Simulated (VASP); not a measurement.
# AgCl (Imm2) in VASP: a series of runs

The runs below take AgCl through single point, with PBEsol.

Program: VASP 6.6.1. These are calculated values, not measurements. Logs are shortened: lines on timing, memory, paths and dates and some standing lists are left out, and cuts for length are marked.

### Step 1. The cell of the first run

Symmetry: Imm2, No. 44, orthorhombic system. The conventional cell has a = 3.922 Å, b = 5.546 Å, c = 3.922 Å, α = 90.00°, β = 90.00°, γ = 90.00°. Around Ag (site symmetry mm2) lie 4 Cl at 2.56 to 2.79 Å. Around Cl (site symmetry mm2) lie 4 Ag at 2.56 to 2.79 Å.

Measurements of this composition are mostly on another form, of space group No. 225.

### Step 2. Single point, PBEsol (atom 2 (Cl) moved by (-0.225, -0.225) A along x and y)

The input, INCAR:

```
SYSTEM = AgCl
  ALGO = Normal
  EDIFF = 1E-6
  ENCUT = 520
  GGA = PS
  ISIF = 2
  ISMEAR = 0
  LASPH = .TRUE.
  LCHARG = .FALSE.
  LREAL = .FALSE.
  LWAVE = .FALSE.
  NBANDS = 16
  NELM = 100
  PREC = Accurate
  SIGMA = 0.05
```

The input, KPOINTS:

```
k-points
0
G
  8 8 8
  0 0 0
```

The input, POSCAR:

```
AgCl
1.0
    0.0000000000      2.7731500000      2.7731500000
    2.7731500000      0.0000000000      2.7731500000
    2.7731500000      2.7731500000      0.0000000000
Ag Cl
1 1
Direct
    0.5000000000      0.5000000000      0.5000000000
    0.0000000000      0.0000000000     -0.0811351712
```

Potentials or basis: VASP PAW PBE potentials, release 64 (Ag, Cl).

On the command line:

```sh
> cat potpaw_PBE.64/Ag/POTCAR potpaw_PBE.64/Cl/POTCAR > POTCAR
> mpirun -np 1 vasp_std > vasp.out
```

OUTCAR:

```text
SYSTEM = AgCl
   EDIFF = 1E-6
   ENCUT = 520
   GGA = PS
   ISIF = 2
   ISMEAR = 0
   LASPH = .TRUE.
   LREAL = .FALSE.
   NELM = 100
   PREC = Accurate

 ion  position               nearest neighbor table
   1  0.500  0.500  0.500-   2 2.56   2 2.56   2 2.79   2 2.79   2 3.01   2 3.01
   2  0.000  0.000  0.919-   1 2.56   1 2.56   1 2.79   1 2.79   1 3.01   1 3.01

  LATTYP: Found a face centered cubic cell.
 ALAT       =     5.5463000000

  Lattice vectors:

 A1 = (   0.0000000000,   2.7731500000,   2.7731500000)
 A2 = (   2.7731500000,   0.0000000000,   2.7731500000)
 A3 = (   2.7731500000,   2.7731500000,   0.0000000000)

Analysis of symmetry for initial positions (statically):
=====================================================================
 Subroutine PRICEL returns:
 Original cell was already a primitive cell.

 Routine SETGRP: Setting up the symmetry group for a
 face centered cubic supercell.

 Subroutine GETGRP returns: Found  4 space group operations
 (whereof  4 operations were pure point group operations)
 out of a pool of 48 trial point group operations.

The static configuration has the point symmetry C_2v.

Analysis of symmetry for dynamics (positions and initial velocities):
=====================================================================
 Subroutine PRICEL returns:
 Original cell was already a primitive cell.

 Routine SETGRP: Setting up the symmetry group for a
 face centered cubic supercell.

 Subroutine GETGRP returns: Found  4 space group operations
 (whereof  4 operations were pure point group operations)
 out of a pool of 48 trial point group operations.

The dynamic configuration has the point symmetry C_2v.

 Subroutine INISYM returns: Found  4 space group operations
 (whereof  4 operations are pure point group operations),
 and found     1 'primitive' translations

----------------------------------------------------------------------------------------

                                     Primitive cell

  volume of cell :      42.6530

  direct lattice vectors                    reciprocal lattice vectors
     0.000000000  2.773150000  2.773150000    -0.180300380  0.180300380  0.180300380
     2.773150000  0.000000000  2.773150000     0.180300380 -0.180300380  0.180300380
     2.773150000  2.773150000  0.000000000     0.180300380  0.180300380 -0.180300380

  length of vectors
     3.921826340  3.921826340  3.921826340     0.312289420  0.312289420  0.312289420

  position of ions in fractional coordinates (direct lattice)
     0.500000000  0.500000000  0.500000000
     0.000000000  0.000000000  0.918864829

  ion indices of the primitive-cell ions
   primitive index   ion index
                 1           1
                 2           2

----------------------------------------------------------------------------------------

 KPOINTS: k-points

Automatic generation of k-mesh.
 Grid dimensions read from file:
 generate k-points for:    8    8    8

 Generating k-lattice:

  Cartesian coordinates                     Fractional coordinates (reciprocal lattice)
    -0.022537548  0.022537548  0.022537548     0.125000000  0.000000000  0.000000000
     0.022537548 -0.022537548  0.022537548     0.000000000  0.125000000  0.000000000
     0.022537548  0.022537548 -0.022537548     0.000000000  0.000000000  0.125000000

  Length of vectors
     0.039036177  0.039036177  0.039036177

  Shift w.r.t. Gamma in fractional coordinates (k-lattice)
     0.000000000  0.000000000  0.000000000

 Subroutine IBZKPT returns following result:
 ===========================================

 Found     95 irreducible k-points:

 Following reciprocal coordinates:
            Coordinates               Weight
  0.000000  0.000000  0.000000      1.000000
  0.125000  0.000000  0.000000      4.000000
  0.000000  0.000000  0.125000      4.000000
  0.250000  0.000000  0.000000      4.000000
  0.000000  0.000000  0.250000      4.000000
  0.375000  0.000000  0.000000      4.000000
[... 16 lines left out ...]
  0.125000  0.125000 -0.375000      4.000000
 -0.375000  0.125000  0.000000      4.000000
 [... further k-points ...]
   k-points           NKPTS =     95   k-points in BZ     NKDIM =     95   number of bands    NBANDS=     16
   number of dos      NEDOS =    301   number of ions     NIONS =      2
   total plane-waves  NPLWV =  27000
   dimension x,y,z NGX =    30 NGY =   30 NGZ =   30
   dimension x,y,z NGXF=    60 NGYF=   60 NGZF=   60
   ions per type =               1   1
   NGX,Y,Z   is equivalent  to a cutoff of  12.72, 12.72, 12.72 a.u.
   NGXF,Y,Z  is equivalent  to a cutoff of  25.43, 25.43, 25.43 a.u.
 SYSTEM =  AgCl
   PREC   = accura    normal or accurate (medium, high low for compatibility)
   ISTART =      0    job   : 0-new  1-cont  2-samecut
   ICHARG =      2    charge: 1-file 2-atom 10-const
   ISPIN  =      1    spin polarized calculation?
   LNONCOLLINEAR =      F non collinear calculations
   LSORBIT =      F    spin-orbit coupling
   LASPH  =      T    aspherical Exc in radial PAW
   ENCUT  =  520.0 eV  38.22 Ry    6.18 a.u.   7.29  7.29  7.29*2*pi/ulx,y,z
   NELM   =    100;   NELMIN=  2; NELMDL= -5     # of ELM steps
   EDIFF  = 0.1E-05   stopping-criterion for ELM
   LREAL  =      F    real-space projection
   EDIFFG = 0.1E-04   stopping-criterion for IOM
   NSW    =      0    number of steps for IOM
   IBRION =     -1    ionic relax: 0-MD 1-quasi-New 2-CG
   NFREE  =      0    steps in history (QN), initial steepest desc. (CG)
   ISIF   =      2    stress and relaxation
   ISYM   =      2    0-nonsym 1-usesym 2-fastsym
   POTIM  = 0.5000    time-step for ionic-motion
   TEBEG  =    0.0;   TEEND  =   0.0 temperature during run
   PSTRESS=    0.0 pullay stress
   NELECT =      18.0000    total number of electrons
   NUPDOWN=      -1.0000    fix difference up-down
   EMIN   =  10.00;   EMAX   =-10.00  energy-range for DOS
   EFERMI =   0.00;   METHOD = LEGACY
   ISMEAR =     0;   SIGMA  =   0.05  broadening in eV -4-tet -1-fermi 0-gaus
   EFERMI_NEDOS =   21; number of points for ismear=-14 and -15
   IALGO  =     38    algorithm
   IMIX   =      4    mixing-type and parameters
     AMIX     =   0.40;   BMIX     =  1.00
     AMIX_MAG =   1.60;   BMIX_MAG =  1.00
  volume/ion in A,a.u.               =      21.33       143.92
  Fermi-wavevector in a.u.,A,eV,Ry     =   1.227955  2.320498 20.515850  1.507872
  Thomas-Fermi vector in A             =   2.362898
   LORBIT       =      0    0 simple, 1 ext, 2 COOP (PROOUT), +10 PAW based schemes
   GGA     = PS    functional components
   LHFCALC =     F    Hartree Fock is set to
   AEXX    =    0.0000 exact exchange contribution
   IVDW    =     0    specifies the selected vdW correction
   LEPSILON=     F    determine dielectric tensor
   LRPA    =     F    only Hartree local field effects (RPA)
 non-spin polarized calculation
 Gauss-broadening in eV      SIGMA  =   0.05
  energy-cutoff  :      520.00
  volume of cell :       42.65
 maximum number of plane-waves:      1174
 NGX is ok and might be reduce to    30
   NGX = 15   NGY = 15   NGZ = 15

 number of electron      18.0000005 magnetization

 Free energy of the ion-electron system (eV)
  ---------------------------------------------------
  ext. energy  EPLUGINS =         0.00000000
  ---------------------------------------------------
  free energy    TOTEN  =        -5.99597875 eV

  energy without entropy =       -5.99597875  energy(sigma->0) =       -5.99597875

 E-fermi :   4.0651     XC(G=0): -10.1966

 val. band max:        3.8075200594   @ k =   0.0000   0.0000   0.5000
 cond. band min:       4.4885346930   @ k =   0.0000   0.0000   0.0000
 fundamental gap:      0.6810146336
 Fermi energy:         4.0651496041

 k-point     1 :       0.0000    0.0000    0.0000
  band No.  band energies     occupation
      1     -11.4879      2.00000
      2       0.2509      2.00000
      3       0.4282      2.00000
      4       0.6779      2.00000
      5       1.1958      2.00000
      6       1.2420      2.00000
[... 8 lines left out ...]
     15      16.2230      0.00000
     16      16.8754      0.00000

 k-point     2 :       0.1250    0.0000    0.0000
  band No.  band energies     occupation
      1     -11.4281      2.00000
      2      -0.1438      2.00000
      3       0.3015      2.00000
      4       0.6290      2.00000
      5       1.1794      2.00000
      6       1.2391      2.00000
[... 8 lines left out ...]
     15      15.8358      0.00000
     16      16.5632      0.00000

 k-point     3 :       0.0000    0.0000    0.1250
  band No.  band energies     occupation
      1     -11.4284      2.00000
      2       0.0465      2.00000
      3       0.0512      2.00000
      4       0.5152      2.00000
      5       1.2400      2.00000
      6       1.2679      2.00000
[... 8 lines left out ...]
     15      15.7707      0.00000
     16      16.4119      0.00000

 k-point     4 :       0.2500    0.0000    0.0000
  band No.  band energies     occupation
      1     -11.2778      2.00000
      2      -0.8120      2.00000
      3      -0.0837      2.00000
      4       0.1546      2.00000
      5       1.2605      2.00000
      6       1.3550      2.00000
[... 8 lines left out ...]
     15      15.9392      0.00000
     16      16.4276      0.00000
[... 324 lines left out ...]
 k-point    22 :       0.1250    0.0000    0.5000
  band No.  band energies     occupation
      1     -11.0475      2.00000
      2      -1.4453      2.00000
      3      -0.6893      2.00000
      4      -0.3897      2.00000
      5       1.4904      2.00000
      6       1.5867      2.00000
[... 8 lines left out ...]
     15      17.7295      0.00000
     16      18.1256      0.00000

 k-point    23 :       0.1250    0.1250   -0.3750
  band No.  band energies     occupation
      1     -11.0476      2.00000
      2      -1.4442      2.00000
      3      -0.6331      2.00000
      4      -0.4829      2.00000
      5       1.5283      2.00000
      6       1.5745      2.00000
[... 8 lines left out ...]
     15      17.5499      0.00000
     16      18.1599      0.00000

 k-point    24 :      -0.3750    0.1250    0.0000
  band No.  band energies     occupation
      1     -11.0656      2.00000
      2      -1.4462      2.00000
      3      -0.4593      2.00000
      4      -0.2954      2.00000
      5       1.5094      2.00000
      6       1.5188      2.00000
[... 8 lines left out ...]
     15      17.4470      0.00000
     16      17.8459      0.00000

 [... further k-points ...]

------------------------ aborting loop because EDIFF is reached ----------------------------------------

  FORCE on cell =-STRESS in cart. coord.  units (eV):
  Direction    XX          YY          ZZ          XY          YZ          ZX
  --------------------------------------------------------------------------------------
  -------------------------------------------------------------------------------------
  Total       -0.0992575     -0.0992575     -0.6793938     -0.2035756      0.0000000      0.0000000
  in kB       -3.7284099     -3.7284099    -25.5200843     -7.6469158      0.0000000      0.0000000
  external PRESSURE =     -10.9923014 kB  Pullay stress =       0.0000000 kB

 VOLUME and BASIS-vectors are now :
 -----------------------------------------------------------------------------
  energy-cutoff  :      520.00
  volume of cell :       42.65
      direct lattice vectors                 reciprocal lattice vectors
     0.000000000  2.773150000  2.773150000    -0.180300380  0.180300380  0.180300380
     2.773150000  0.000000000  2.773150000     0.180300380 -0.180300380  0.180300380
     2.773150000  2.773150000  0.000000000     0.180300380  0.180300380 -0.180300380

 POSITION                                       TOTAL-FORCE (eV/Angst)
 -----------------------------------------------------------------------------------
      2.77315      2.77315      2.77315        -0.224642     -0.224642     -0.000000
      2.54815      2.54815      0.00000         0.224642      0.224642      0.000000
 -----------------------------------------------------------------------------------
    total drift:                               -0.000237     -0.000237      0.000000

  FREE ENERGIE OF THE ION-ELECTRON SYSTEM (eV)
  ---------------------------------------------------
  free  energy   TOTEN  =        -5.9959787471 eV

  energy  without entropy=       -5.9959787471  energy(sigma->0) =       -5.99597875
```

Wall time 48 s (1 thread of AMD EPYC 7R13 (Zen 3), shared host); peak memory 0.18 GiB.

What came out:

```yaml
Free_energy: -5.9960 eV
Pressure: -1.1 GPa
Largest_force: 0.318 eV/Å
Band_gap_on_the_k_mesh: 0.68 eV, indirect (least direct gap 2.14 eV)
```

Forces in eV/Å, atoms in the order of the input:
```
Ag  -0.225 -0.225  0.000
Cl   0.225  0.225  0.000
```

Stress tensor (GPa, compression positive):
```
-0.37 -0.76  0.00
-0.76 -0.37  0.00
 0.00  0.00 -2.55
```

Caveat: the PAW data sets were made with another functional, which shifts forces and pressure a little.

(Continued in part 2 of 2.)
